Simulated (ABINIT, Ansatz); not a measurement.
# CdSe (F-43m): changed settings of a GW run in ABINIT

A base run on CdSe (F-43m), then changed inputs.

Program: ABINIT 10.8.3. Level of theory: PBE and many-body steps on it, plane waves. Results are calculated unless marked as measured.

## 1. Starting point

It takes space group F-43m (No. 216, cubic). The conventional cell has a = 6.141 Å, b = 6.141 Å, c = 6.141 Å, α = 90.00°, β = 90.00°, γ = 90.00°. Nearest to Cd lie 4 Se at 2.66 Å. Nearest to Se lie 4 Cd at 2.66 Å. Farther neighbours and most contacts between anions are not listed.

The cell and positions are those that the Materials Project relaxed with its own functionals (PBE, PBE+U or r2SCAN), kept fixed.

## 2. Screening, 4×4×4 mesh, 232 bands, screening to 247.6 eV

This step: ABINIT 10.8.3; RPA screening on PBE, plane waves, norm-conserving pseudopotentials.

The RPA dielectric matrix is built and inverted for each q.

run.abi reads:

```
acell 3*1.0 Angstrom
rprim 
  -0.000000000000 3.070271198600 3.070271198600
  3.070271198600 -0.000000000000 3.070271198600
  3.070271198600 3.070271198600 0.000000000000
ntypat 2
znucl 48 34
natom 2
typat 1 2
xred 
  0.000000000000 0.000000000000 0.000000000000
  0.750000000000 0.750000000000 0.750000000000
pp_dirpath "pseudos"
pseudos "Cd.upf, Se.upf"
ecut 48
ngkpt 4 4 4
nshiftk 1
shiftk 0 0 0
kptopt 1
chksymbreak 0
istwfk *1
occopt 1
irdwfk 1
optdriver 3
nband 232
ecuteps 9.1
inclvkb 2
awtr 1
symchi 1
indata_prefix "in"
outdata_prefix "out"
tmpdata_prefix "tmp"
```

Started as:

```bash
$ OMP_NUM_THREADS=1 mpirun -n 8 abinit run.abi > log
```

The program printed:

```text
.Version 10.8.3 of ABINIT. v10.8.2 released Aug 2026.

 Symmetries : space group F-4 3 m (#216); Bravais cF (face-center cubic)
[... echo of the input left out ...]
== DATASET  1 ==================================================================
-   mpi_nproc: 8, omp_nthreads: 1 (-1 if OMP is not activated)

--- !DatasetInfo
iteration_state: {dtset: 1, }
dimensions: {natom: 2, nkpt: 8, mband: 232, nsppol: 1, nspinor: 1, nspden: 1, mpw: 6230, }
cutoff_energies: {ecut:  48.0, pawecutdg:  -1.0, }
electrons: {nelect:   4.40000000E+01, charge:   0.00000000E+00, occopt:   1.00000000E+00, tsmear:   1.00000000E-02, }

 SCREENING: Calculation of the susceptibility and dielectric matrices

 Based on a program developped by R.W. Godby, V. Olevano, G. Onida, and L. Reining.
 Incorporated in ABINIT by V. Olevano, G.-M. Rignanese, and M. Torrent.
.Using double precision arithmetic ; gwpc =  8

[... cell and pseudopotentials left out ...]
--------------------------------------------------------------------------------

 ==== K-mesh for the wavefunctions ====
 Number of points in the irreducible wedge :     8
[... list of points left out ...]
 Together with 24 symmetry operations and time-reversal symmetry
 yields    64 points in the full Brillouin Zone.

 ==== Q-mesh for the screening function ====
 Number of points in the irreducible wedge :     8
[... list of points left out ...]
 Together with 24 symmetry operations and time-reversal symmetry
 yields    64 points in the full Brillouin Zone.

 setmesh: FFT mesh size selected  =    40x   40x   40
          total number of points  =        64000

 vcoul_init : cutoff-mode = AUXILIARY_FUNCTION
 q-points for optical limit:   1
     1)      0.000010    0.000020    0.000030

- screening: taking advantage of time-reversal symmetry
- Maximum band index for partially occupied states nbvw = 22
- Remaining bands to be divided among processors   nbcw = 210
- Number of bands treated by each node ~26

 Number of electrons calculated from density =   44.0000; Expected =   44.0000
 average of density, n =  0.112641
 r_s =    1.2845
 omega_plasma =   32.3745 [eV]

 calculating chi0 at frequencies [eV] :
  1    0.000000E+00    0.000000E+00
  2    0.000000E+00    3.237453E+01

--------------------------------------------------------------------------------
  q-point number  1        q = ( 0.000000, 0.000000, 0.000000) [r.l.u.]
--------------------------------------------------------------------------------
[... chi0 elements left out ...]
 For q-point:  0.000010 0.000020 0.000030
  dielectric constant =  50.8509
  dielectric constant without local fields =  52.6798

  Average fulfillment of the sum rule on Im[epsilon] for q-point    1 :     61.82  [%]
[... wings left out ...]
  q-point number  2        q = ( 0.250000, 0.000000, 0.000000) [r.l.u.]
--------------------------------------------------------------------------------
[... chi0 elements left out ...]
  Average fulfillment of the sum rule on Im[epsilon] for q-point    2 :     68.97  [%]

 [... 6 further q-points ...]
```

Wall time 83 s (8 MPI ranks of AMD EPYC 9B45 (Zen 5), shared host); peak memory 4.3 GiB; 11 min of CPU time.

Numbers from this step:

- ε∞ with local fields, on this mesh, along the program's q direction: 50.85
- the same without local fields: 52.68
- plasma frequency: 32.37 eV
- plane waves in the screening matrix: 531

Local fields lower ε∞ by 3 %.

## 3. Base

The self-energy is evaluated for the states that the input lists, and the levels follow from it, in one-shot runs by the linearised quasiparticle equation.

This step: G0W0 on PBE, plane waves, norm-conserving pseudopotentials.

run.abi: that of step 2 with these lines changed.

```diff
@@ -23,8 +23,15 @@
 irdwfk 1
-optdriver 3
+optdriver 4
 nband 232
+gwcalctyp 0
+ecutsigx 48
+symsigma 1
+nkptgw 1
+kptgw 
+  0.0000000000 0.0000000000 0.0000000000
+bdgw 
+  20 26
 ecuteps 9.1
-inclvkb 2
-awtr 1
-symchi 1
+irdscr 1
+ppmodel 1
 indata_prefix "in"
```

The program printed:

```text
.Version 10.8.3 of ABINIT. v10.8.2 released Aug 2026.

 Symmetries : space group F-4 3 m (#216); Bravais cF (face-center cubic)
[... echo of the input left out ...]
== DATASET  1 ==================================================================
-   mpi_nproc: 8, omp_nthreads: 1 (-1 if OMP is not activated)

--- !DatasetInfo
iteration_state: {dtset: 1, }
dimensions: {natom: 2, nkpt: 8, mband: 232, nsppol: 1, nspinor: 1, nspden: 1, mpw: 6230, }
cutoff_energies: {ecut:  48.0, pawecutdg:  -1.0, }
electrons: {nelect:   4.40000000E+01, charge:   0.00000000E+00, occopt:   1.00000000E+00, tsmear:   1.00000000E-02, }

 SIGMA: Calculation of the GW corrections

 Based on a program developped by R.W. Godby, V. Olevano, G. Onida, and L. Reining.
 Incorporated in ABINIT by V. Olevano, G.-M. Rignanese, and M. Torrent.
.Using double precision arithmetic ; gwpc =  8

[... cell and pseudopotentials left out ...]
--------------------------------------------------------------------------------

 ==== K-mesh for the wavefunctions ====
 Number of points in the irreducible wedge :     8
[... list of points left out ...]
 Together with 24 symmetry operations and time-reversal symmetry
 yields    64 points in the full Brillouin Zone.

 ==== Q-mesh for screening function ====
 Number of points in the irreducible wedge :     8
[... list of points left out ...]
 Together with 24 symmetry operations and time-reversal symmetry
 yields    64 points in the full Brillouin Zone.

 vcoul_init : cutoff-mode = AUXILIARY_FUNCTION
 q-points for optical limit:   1
     1)      0.000010    0.000020    0.000030
 setmesh: FFT mesh size selected  =    54x   54x   54
          total number of points  =       157464

 Number of electrons calculated from density =   44.0000; Expected =   44.0000
 average of density, n =  0.112641
 r_s =    1.2845
 omega_plasma =   32.3745 [eV]

 === KS Band Gaps ===
  >>>> For spin  1
   Minimum direct gap =   0.5472 [eV], located at k-point      :   0.0000  0.0000  0.0000
   Fundamental gap    =   0.5472 [eV], Top of valence bands at :   0.0000  0.0000  0.0000
                                       Bottom of conduction at :   0.0000  0.0000  0.0000
 SIGMA fundamental parameters:
 PLASMON POLE MODEL  1
 number of plane-waves for SigmaX                 6183
 number of plane-waves for SigmaC and W            531
 number of plane-waves for wavefunctions          6183
 number of bands                                   232
 number of independent spin polarizations            1
 number of spinorial components                      1
 number of k-points in IBZ                           8
 number of q-points in IBZ                           8
 number of symmetry operations                      24
 number of k-points in BZ                           64
 number of q-points in BZ                           64
 number of frequencies for dSigma/dE                 9
 frequency step for dSigma/dE [eV]                0.25
 number of omega for Sigma on real axis              0
 max omega for Sigma on real axis  [eV]           0.00
 zcut for avoiding poles [eV]                     0.10

 EPSILON^-1 parameters (SCR file):
 dimension of the eps^-1 matrix on file            531
 dimension of the eps^-1 matrix used               531
 number of plane-waves for wavefunctions          6183
 number of bands                                   232
 number of q-points in IBZ                           8
 number of frequencies                               2
 number of real frequencies                          1
 number of imag frequencies                          1

 matrix elements of self-energy operator (all in [eV])

 Perturbative Calculation

--- !SelfEnergy_ee
iteration_state: {dtset: 1, }
kpoint     : [   0.000,    0.000,    0.000, ]
spin       : 1
KS_gap     :    0.547
QP_gap     :    1.185
Delta_QP_KS:    0.638
data: !SigmaeeData |
     Band     E0 <VxcDFT>   SigX SigC(E0)      Z dSigC/dE  Sig(E)    E-E0       E
       20   4.535 -15.808 -18.346   1.699   0.791  -0.264 -16.472  -0.664   3.872
       21   4.535 -15.808 -18.346   1.699   0.791  -0.264 -16.472  -0.664   3.872
       22   4.535 -15.808 -18.346   1.699   0.791  -0.264 -16.472  -0.664   3.872
       23   5.083 -11.609  -8.001  -3.639   0.814  -0.229 -11.635  -0.026   5.057
       24  10.480 -10.303  -5.713  -4.420   0.810  -0.234 -10.166   0.138  10.618
       25  10.480 -10.303  -5.713  -4.420   0.810  -0.234 -10.166   0.138  10.618
       26  10.480 -10.303  -5.713  -4.420   0.810  -0.234 -10.166   0.138  10.618

== END DATASET(S) ==============================================================
================================================================================

 -outvars: echo values of variables after computation  --------
           etotal      0.0000000000E+00
            nband         232
             nkpt           8
          spgroup         216
 [... the other variables as echoed above ...]

 Calculation completed.
```

It took 16 s on 8 MPI ranks; peak memory 4 GiB; 2.2 min of CPU time.

This step gave:

```
G0W0 gap on the points computed              : 1.185 eV
starting gap on the mesh                     : 0.5472 eV
k of the valence top                         : 0, 0, 0
k of the conduction bottom                   : 0, 0, 0
Z at the valence top                         : 0.791
Z at the conduction bottom                   : 0.814
least direct G0W0 gap on the computed points : 1.185 eV
```

The gap on the mesh goes from 0.55 eV to 1.19 eV, a correction of +0.64 eV.

## 4. A keyword of another program

run.abi: that of step 3 with these lines changed.

```diff
@@ -36,2 +36,3 @@
 ppmodel 1
+nomega 100
 indata_prefix "in"
```

The program printed:

```text
.Version 10.8.3 of ABINIT. v10.8.2 released Aug 2026.

 Symmetries : space group F-4 3 m (#216); Bravais cF (face-center cubic)
================================================================================
 Values of the parameters that define the memory need of the present run
     intxc =       0    ionmov =       0      iscf =       7    lmnmax =       6
     lnmax =       6     mgfft =      54  mpssoang =       3    mqgrid =    3001
     natom =       2  nloc_mem =       1    nspden =       1   nspinor =       1
    nsppol =       1      nsym =      24    n1xccc =    2501    ntypat =       2
    occopt =       1   xclevel =       2
-    mband =         232        mffmem =           1         mkmem =           1
       mpw =        6230          nfft =      157464          nkpt =           8
================================================================================
  Rough estimation (10% accuracy) of disk space for files :
================================================================================

--------------------------------------------------------------------------------
------------- Echo of variables that govern the present computation ------------
--------------------------------------------------------------------------------
 -outvars: echo values of preprocessed input variables --------
            acell      1.8897261259E+00  1.8897261259E+00  1.8897261259E+00 Bohr

             bdgw          20      26
      chksymbreak           0
             ecut      4.80000000E+01 Hartree
          ecuteps      9.10000000E+00 Hartree
         ecutsigx      4.80000000E+01 Hartree
          ecutwfn      4.80000000E+01 Hartree
-          fftalg         312
           irdscr           1
           irdwfk           1

              ixc     -101130
[...]
npwsigx        6183
           npwwfn        6183
             nsym          24
           ntypat           2
              occ      2.000000  2.000000  2.000000  2.000000  2.000000  2.000000
                       2.000000  2.000000  2.000000  2.000000  2.000000  2.000000
                       2.000000  2.000000  2.000000  2.000000  2.000000  2.000000
                       2.000000  2.000000  2.000000  2.000000  0.000000  0.000000
[...]
0.000000  0.000000  0.000000  0.000000  0.000000  0.000000
   [... 28 further rows ...]
                       0.000000  0.000000  0.000000  0.000000  0.000000  0.000000
                       0.000000  0.000000  0.000000  0.000000
        optdriver           4
            rprim     -0.0000000000E+00  3.0702711986E+00  3.0702711986E+00
[...]
3.0702711986E+00  3.0702711986E+00  0.0000000000E+00
          spgroup         216

             xred      0.0000000000E+00  0.0000000000E+00  0.0000000000E+00
                       7.5000000000E-01  7.5000000000E-01  7.5000000000E-01
            znucl       48.00000   34.00000

================================================================================

 chkinp: Checking input parameters for consistency.

--- !ERROR
message: |
    Found token: `NOMEGA` in the input file.
    This name is not one of the registered input variable names (see
    Action: check your input file. Perhaps you mistyped the input variable,
    or specified "img", although this was not permitted for this input variable.

--- !ERROR
message: |
    Found token: `NOMEGA` in the input file.
    This name is not one of the registered input variable names (see
    Action: check your input file. Perhaps you mistyped the input variable,
    or specified "img", although this was not permitted for this input variable.

--- from the log ---
Found token: `NOMEGA` in the input file.
    This name is not one of the registered input variable names (see
    Action: check your input file. Perhaps you mistyped the input variable,
    or specified "img", although this was not permitted for this input variable.
```

Wall time 0.7 s (8 MPI ranks); peak memory 0.05 GiB.

The run stopped with an error after 0.7 s.

The program's words: Found token: `NOMEGA` in the input file. This name is not one of the registered input variable names (see Action: check your input file. Perhaps you mistyped the input variable, or specified "img", although this was not permitted for this input variable.

The fault put into this input: a keyword of another program.

## 5. The runs together

Times are wall times on 8 MPI ranks of AMD EPYC 9B45 (Zen 5), shared host, good to a factor of about two. A run's time includes the screening step that it read.

```
 run   mesh  bands  screening cutoff (eV)  DFT gap (eV)  gap on the mesh (eV)  direct (eV)  ε∞ used   time
base  4×4×4    232                  247.6         0.547                 1.185        1.185    50.85  100 s
```

## 6. What came out

| Item | Value |
| --- | --- |
| base | 1.185 eV |
| known limits | not at the basis limit; mesh may overstate the screening; no spin-orbit coupling; coarse k mesh |

Bands and cutoff are finite, so the gap is not at the basis limit. The miss can reach some tenths of an eV and take either sign; the mesh is an error of its own. In the G0W0 run levels were corrected at 1 k point alone, so a gap called «on the mesh» is the least over those, and an edge elsewhere would be missed. The 4×4×4 mesh is coarse for this cell, which bears on the long-range parts of exchange and screening. The RPA ε∞ on this mesh reaches over 25; with a narrow direct gap a coarse mesh can overstate it, and the correction is then too small. The many-body steps are scalar-relativistic: spin-orbit coupling is not in them.

[Paths, hosts, dates, memory and timing lines, banners, echoed tables and standing remarks are left out of the program output.]

[Logs are printed without paths, hosts, clocks, repeated set-up lines and the standing remarks that a program may print on its own settings, such as how far it seeks lower states.]

[Runs of the session that timed out or met a known fault of the program may be left out.]

[Hosts, paths, dates, database ids (printed as entryN), source tags and the programs' standing remarks are cut or masked in the printed files.]

[G0W0 gaps are taken among the corrected bands and points alone; a level outside them can change the order at an edge.]

[Where Ansatz stands beside ABINIT at settings called matched, ABINIT's density can come from a denser mesh and the files from another edition; pairs whose starting gaps differed by over 0.03 eV were left out, so agreement reads better than it is.]
